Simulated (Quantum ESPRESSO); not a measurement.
## TiAl: equation of state with PBEsol

TiAl:

```xyz
2
Lattice="2.8673 0.0000 0.0000 -1.4336 2.4831 0.0000 0.0000 0.0000 4.6781" Properties=species:S:1:pos:R:3 pbc="T T T"
Ti    0.0000    0.0000    0.0000
Al    0.0000    1.6554    2.3390
```

The cell comes from a database or a generator and needn't be the stable form of this composition.

```
Program             : Quantum ESPRESSO 7.5
Task                : equation of state
Functional          : PBEsol
Potentials or basis : GBRV 1.5 PBEsol
Cutoff              : 612 eV
Density cutoff      : 4898 eV
k mesh              : 11 × 11 × 6
Occupations         : fermi-dirac, width 0.05 eV
Spin                : no spin polarisation
Mixing beta         : 0.5
Most SCF iterations : 120
SCF threshold       : 4e-10 Ry
```

The equilibrium volume is 16.20 Å³/atom. The bulk modulus at fixed shape and positions is 112 GPa. The pressure derivative of the bulk modulus is 3.8.

Energy against volume, from the lowest point:
| volume (Å³/atom) | energy (meV/atom) |
| --- | --- |
| 15.654 | 6.46 |
| 15.987 | 0.68 |
| 16.320 | 0.00 |
| 16.653 | 3.93 |
| 16.986 | 12.05 |
| 17.320 | 23.97 |
| 17.653 | 39.33 |

All runs of the series together: 72 s on 2 threads of Arm Neoverse V1 (shared host).

Caveat: the cell was scaled at fixed shape and fractional positions, which overstates the stiffness of a crystal with free parameters, most of all of layers and chains.
